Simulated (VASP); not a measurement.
# NbP (I4_1md) in VASP: a series of runs

The runs below take NbP through relaxation of cell and atoms, with PBE.

All numbers are computed with VASP 6.6.1; they aren't measurements. Logs are shortened: lines on timing, memory, paths and dates and some standing lists are left out, and cuts for length are marked.

**1. Starting point**

Symmetry: I4_1md, No. 109, tetragonal system. Conventional cell: a = 3.350 Å, b = 3.350 Å, c = 11.480 Å, α = 90.00°, β = 90.00°, γ = 90.00°. Around Nb (site symmetry 2mm) lie 6 P at 2.55 Å. P (site symmetry 2mm) has 6 Nb at 2.55 Å as nearest neighbours.

The cell is a database's computed one.

**2. Relaxation of cell and atoms, PBE**

Contents of INCAR:

```
PREC = Accurate ; ENCUT = 520
EDIFF = 1E-7 ; ISMEAR = 0
SIGMA = 1.0 ; LREAL = F
LASPH = T ; NELM = 60
ALGO = Normal ; ISIF = 3
LWAVE = F ; LCHARG = F
GGA = PE ; IBRION = 2
NSW = 80 ; EDIFFG = -0.002
```

Contents of KPOINTS:

```
regular mesh
0
Gamma
  18 18 18
```

Contents of POSCAR:

```
NbP
1.0
   -1.6749232500      1.6749232500      5.7401081800
    1.6749232500     -1.6749232500      5.7401081800
    1.6749232500      1.6749232500     -5.7401081800
Nb P
2 2
Direct
    0.7498808000      0.7498808000      0.0000000000
    0.4998808000      0.9998808000      0.5000000000
    0.3327477700      0.3327477700      0.0000000000
    0.0827477800      0.5827477800      0.5000000000
```

Potentials or basis: VASP PAW PBE potentials, release 64 (Nb_sv, P).

Run with:

```console
cat potpaw_PBE.64/Nb_sv/POTCAR potpaw_PBE.64/P/POTCAR > POTCAR
mpirun -np 1 vasp_std > vasp.out
```

OUTCAR:

```text
PREC = Accurate
   ENCUT = 520
   EDIFF = 1E-7
   ISMEAR = 0
   LREAL = F
   LASPH = T
   NELM = 60
   ISIF = 3
   GGA = PE
   IBRION = 2
   NSW = 80
   EDIFFG = -0.002

 ion  position               nearest neighbor table
   1  0.750  0.750  0.000-   4 2.55   4 2.55   3 2.55   3 2.55   3 2.55   3 2.55
   2  0.500  1.000  0.500-   3 2.55   3 2.55   4 2.55   4 2.55   4 2.55   4 2.55
   3  0.333  0.333  0.000-   2 2.55   2 2.55   1 2.55   1 2.55   1 2.55   1 2.55
   4  0.083  0.583  0.500-   1 2.55   1 2.55   2 2.55   2 2.55   2 2.55   2 2.55

  LATTYP: Found a body centered tetragonal cell.
 ALAT       =     3.3498465000
 C/A-ratio  =     3.4270872889

  Lattice vectors:

 A1 = (  -1.6749232500,   1.6749232500,   5.7401081800)
 A2 = (   1.6749232500,  -1.6749232500,   5.7401081800)
 A3 = (   1.6749232500,   1.6749232500,  -5.7401081800)

Analysis of symmetry for initial positions (statically):
=====================================================================
 Subroutine PRICEL returns:
 Original cell was already a primitive cell.

 Routine SETGRP: Setting up the symmetry group for a
 body centered tetragonal supercell.

 Subroutine GETGRP returns: Found  8 space group operations
 (whereof  4 operations were pure point group operations)
 out of a pool of 16 trial point group operations.

The static configuration has the point symmetry C_2v.
 The point group associated with its full space group is C_4v.

Analysis of symmetry for dynamics (positions and initial velocities):
=====================================================================
 Subroutine PRICEL returns:
 Original cell was already a primitive cell.

 Routine SETGRP: Setting up the symmetry group for a
 body centered tetragonal supercell.

 Subroutine GETGRP returns: Found  8 space group operations
 (whereof  4 operations were pure point group operations)
 out of a pool of 16 trial point group operations.

The dynamic configuration has the point symmetry C_2v.
 The point group associated with its full space group is C_4v.

 Subroutine INISYM returns: Found  8 space group operations
 (whereof  4 operations are pure point group operations),
 and found     1 'primitive' translations

----------------------------------------------------------------------------------------

                                     Primitive cell

  volume of cell :      64.4125

  direct lattice vectors                    reciprocal lattice vectors
    -1.674923250  1.674923250  5.740108180     0.000000000  0.298521141  0.087106372
     1.674923250 -1.674923250  5.740108180     0.298521141  0.000000000  0.087106372
     1.674923250  1.674923250 -5.740108180     0.298521141  0.298521141  0.000000000

  length of vectors
     6.209635875  6.209635875  6.209635875     0.310970082  0.310970082  0.422172647

  position of ions in fractional coordinates (direct lattice)
     0.749880800  0.749880800  0.000000000
     0.499880800  0.999880800  0.500000000
     0.332747770  0.332747770  0.000000000
     0.082747780  0.582747780  0.500000000

  ion indices of the primitive-cell ions
   primitive index   ion index
                 1           1
                 2           2
                 3           3
                 4           4

----------------------------------------------------------------------------------------

 KPOINTS: regular mesh

Automatic generation of k-mesh.
 Grid dimensions read from file:
 generate k-points for:   18   18   18

 Generating k-lattice:

  Cartesian coordinates                     Fractional coordinates (reciprocal lattice)
     0.000000000  0.016584508  0.004839243     0.055555556 -0.000000000  0.000000000
     0.016584508  0.000000000  0.004839243    -0.000000000  0.055555556  0.000000000
     0.016584508  0.016584508  0.000000000     0.000000000  0.000000000  0.055555556

  Length of vectors
     0.017276116  0.017276116  0.023454036

  Shift w.r.t. Gamma in fractional coordinates (k-lattice)
     0.000000000  0.000000000  0.000000000

 Subroutine IBZKPT returns following result:
 ===========================================

 Found    480 irreducible k-points:

 Following reciprocal coordinates:
            Coordinates               Weight
  0.000000  0.000000  0.000000      1.000000
  0.055556  0.000000 -0.000000      8.000000
  0.111111  0.000000 -0.000000      8.000000
  0.166667  0.000000 -0.000000      8.000000
  0.222222  0.000000 -0.000000      8.000000
  0.277778  0.000000 -0.000000      8.000000
[... 16 lines left out ...]
 -0.277778  0.055556  0.000000     16.000000
 -0.222222  0.055556  0.000000     16.000000
 [... further k-points ...]
   k-points           NKPTS =    480   k-points in BZ     NKDIM =    480   number of bands    NBANDS=     22
   number of dos      NEDOS =    301   number of ions     NIONS =      4
   total plane-waves  NPLWV = 110592
   dimension x,y,z NGX =    48 NGY =   48 NGZ =   48
   dimension x,y,z NGXF=    96 NGYF=   96 NGZF=   96
   ions per type =               2   2
   NGX,Y,Z   is equivalent  to a cutoff of  12.85, 12.85, 12.85 a.u.
   NGXF,Y,Z  is equivalent  to a cutoff of  25.70, 25.70, 25.70 a.u.
 SYSTEM =  unknown system
   PREC   = accura    normal or accurate (medium, high low for compatibility)
   ISTART =      0    job   : 0-new  1-cont  2-samecut
   ICHARG =      2    charge: 1-file 2-atom 10-const
   ISPIN  =      1    spin polarized calculation?
   LNONCOLLINEAR =      F non collinear calculations
   LSORBIT =      F    spin-orbit coupling
   LASPH  =      T    aspherical Exc in radial PAW
   ENCUT  =  520.0 eV  38.22 Ry    6.18 a.u.  11.55 11.55 11.55*2*pi/ulx,y,z
   NELM   =     60;   NELMIN=  2; NELMDL= -5     # of ELM steps
   EDIFF  = 0.1E-06   stopping-criterion for ELM
   LREAL  =      F    real-space projection
   EDIFFG = -.2E-02   stopping-criterion for IOM
   NSW    =     80    number of steps for IOM
   IBRION =      2    ionic relax: 0-MD 1-quasi-New 2-CG
   NFREE  =      1    steps in history (QN), initial steepest desc. (CG)
   ISIF   =      3    stress and relaxation
   ISYM   =      2    0-nonsym 1-usesym 2-fastsym
   POTIM  = 0.5000    time-step for ionic-motion
   TEBEG  =    0.0;   TEEND  =   0.0 temperature during run
   PSTRESS=    0.0 pullay stress
   NELECT =      36.0000    total number of electrons
   NUPDOWN=      -1.0000    fix difference up-down
   EMIN   =  10.00;   EMAX   =-10.00  energy-range for DOS
   EFERMI =   0.00;   METHOD = LEGACY
   ISMEAR =     0;   SIGMA  =   1.00  broadening in eV -4-tet -1-fermi 0-gaus
   EFERMI_NEDOS =   21; number of points for ismear=-14 and -15
   IALGO  =     38    algorithm
   IMIX   =      4    mixing-type and parameters
     AMIX     =   0.40;   BMIX     =  1.00
     AMIX_MAG =   1.60;   BMIX_MAG =  1.00
  volume/ion in A,a.u.               =      16.10       108.67
  Fermi-wavevector in a.u.,A,eV,Ry     =   1.348504  2.548304 24.741706  1.818464
  Thomas-Fermi vector in A             =   2.476168
   LORBIT       =      0    0 simple, 1 ext, 2 COOP (PROOUT), +10 PAW based schemes
   GGA     = PE    functional components
   LHFCALC =     F    Hartree Fock is set to
   AEXX    =    0.0000 exact exchange contribution
   IVDW    =     0    specifies the selected vdW correction
   LEPSILON=     F    determine dielectric tensor
   LRPA    =     F    only Hartree local field effects (RPA)
 conjugate gradient relaxation of ions
 non-spin polarized calculation
 Gauss-broadening in eV      SIGMA  =   1.00
  energy-cutoff  :      520.00
  volume of cell :       64.41
 maximum number of plane-waves:      1756
 NGX is ok and might be reduce to    48
   NGX = 23   NGY = 23   NGZ = 23

--------------------------------------- Ionic step        1  -------------------------------------------

 number of electron      35.9999999 magnetization

 Free energy of the ion-electron system (eV)
  ---------------------------------------------------
  ext. energy  EPLUGINS =         0.00000000
  ---------------------------------------------------
  free energy    TOTEN  =       -35.68548550 eV

  energy without entropy =      -34.76707664  energy(sigma->0) =      -35.22628107

------------------------ aborting loop because EDIFF is reached ----------------------------------------

  FORCE on cell =-STRESS in cart. coord.  units (eV):
  Direction    XX          YY          ZZ          XY          YZ          ZX
  --------------------------------------------------------------------------------------
  -------------------------------------------------------------------------------------
  Total       -0.1062231     -0.1062231      0.2496491      0.0000000      0.0000000      0.0000000
  in kB       -2.6421626     -2.6421626      6.2097003      0.0000000      0.0000000      0.0000000
  external PRESSURE =       0.3084584 kB  Pullay stress =       0.0000000 kB
[... 213 lines left out ...]
  energy  without entropy=      -34.7641533728  energy(sigma->0) =      -35.22516645

--------------------------------------- Ionic step        7  -------------------------------------------

 number of electron      35.9999999 magnetization

 Free energy of the ion-electron system (eV)
  ---------------------------------------------------
  ext. energy  EPLUGINS =         0.00000000
  ---------------------------------------------------
  free energy    TOTEN  =       -35.68618570 eV

  energy without entropy =      -34.76365480  energy(sigma->0) =      -35.22492025

 E-fermi :  10.6841     XC(G=0): -11.9755

 val. band max:       10.6802004898   @ k =  -0.3889   0.3889   0.3889
 cond. band min:      10.6907209855   @ k =  -0.3333   0.4444   0.3333
 fundamental gap:      0.0105204957
 Fermi energy:        10.6841034634

 k-point     1 :       0.0000    0.0000    0.0000
  band No.  band energies     occupation
      1     -44.3230      2.00000
      2     -44.2872      2.00000
      3     -20.5995      2.00000
      4     -20.3696      2.00000
      5     -20.3696      2.00000
      6     -20.2596      2.00000
[... 574 lines left out ...]
      6     -20.3660      2.00000
[... 14 lines left out ...]
     21      12.4334      0.01336
     22      13.3268      0.00019

 [... further k-points ...]

------------------------ aborting loop because EDIFF is reached ----------------------------------------

  FORCE on cell =-STRESS in cart. coord.  units (eV):
  Direction    XX          YY          ZZ          XY          YZ          ZX
  --------------------------------------------------------------------------------------
  -------------------------------------------------------------------------------------
  Total        0.0026361      0.0026361      0.0024138      0.0000000      0.0000000      0.0000000
  in kB        0.0655202      0.0655202      0.0599962      0.0000000      0.0000000      0.0000000
  external PRESSURE =       0.0636789 kB  Pullay stress =       0.0000000 kB
[... 19 lines left out ...]
  FREE ENERGIE OF THE ION-ELECTRON SYSTEM (eV)
  ---------------------------------------------------
  free  energy   TOTEN  =       -35.6861857016 eV

  energy  without entropy=      -34.7636547962  energy(sigma->0) =      -35.22492025

 reached required accuracy - stopping structural energy minimisation
```

Run time: 61 min. Hardware: 1 thread of Intel Xeon Platinum 8488C (Sapphire Rapids), shared host; peak memory 0.78 GiB.

Results:

```yaml
Free_energy: -35.6862 eV
Relaxed_volume: 16.12 Å³/atom
Relaxed_cell: a = 6.230 Å, b = 6.230 Å, c = 6.230 Å, α = 148.86°, β = 148.86°, γ = 44.62°
Space_group_after_relaxing_to_0.05_Å: I4_1md (No. 109)
Energy_gained_by_relaxing: 0.2 meV/atom
Ionic_steps: 7
Pressure_after_relaxing: 0.0 GPa
Band_gap_on_the_k_mesh: none (metal or under the smearing width)
```

Step by step:
| step | energy change (eV) | largest force (eV/Å) | pressure (GPa) | volume (Å³) |
| --- | --- | --- | --- | --- |
| 1 | 0.0000 | 0.0039 | 0.03 | 64.41 |
| 2 | -0.0006 | 0.0264 | 0.03 | 64.44 |
| 3 | -0.0006 | 0.0305 | 0.03 | 64.45 |
| 4 | -0.0007 | 0.0014 | -0.05 | 64.48 |
| 5 | -0.0007 | 0.0011 | -0.05 | 64.48 |
| 6 | -0.0007 | 0.0023 | 0.07 | 64.44 |
| 7 | -0.0007 | 0.0002 | 0.01 | 64.46 |

Final structure:
```
CELL_PARAMETERS angstrom
-1.67213 1.67213 5.76357
1.67213 -1.67213 5.76357
1.67213 1.67213 -5.76357
ATOMIC_POSITIONS crystal
Nb 0.74972 0.74972 0.00000
Nb 0.49972 0.99972 0.50000
P 0.33291 0.33291 0.00000
P 0.08291 0.58291 0.50000
```

Levels at points of the mesh, in eV from the Fermi level:
| k point | band 15 | band 16 | band 17 | band 18 | band 19 | band 20 | band 21 | band 22 |
| --- | --- | --- | --- | --- | --- | --- | --- | --- |
| (0.00, 0.00, 0.00) | -2.25 | -1.84 | -1.46 | -1.46 | 0.78 | 1.53 | 2.51 | 3.05 |
| (0.50, 0.00, 0.00) | -2.39 | -2.00 | -1.64 | -0.26 | -0.01 | 1.20 | 2.29 | 2.57 |
| (0.50, 0.50, 0.00) | -2.97 | -2.97 | -0.56 | -0.56 | 2.90 | 2.90 | 2.96 | 2.96 |
| (0.50, 0.50, 0.50) | -2.75 | -2.75 | -0.62 | -0.62 | 1.13 | 1.13 | 2.19 | 2.19 |

(Continued in part 2 of 2.)
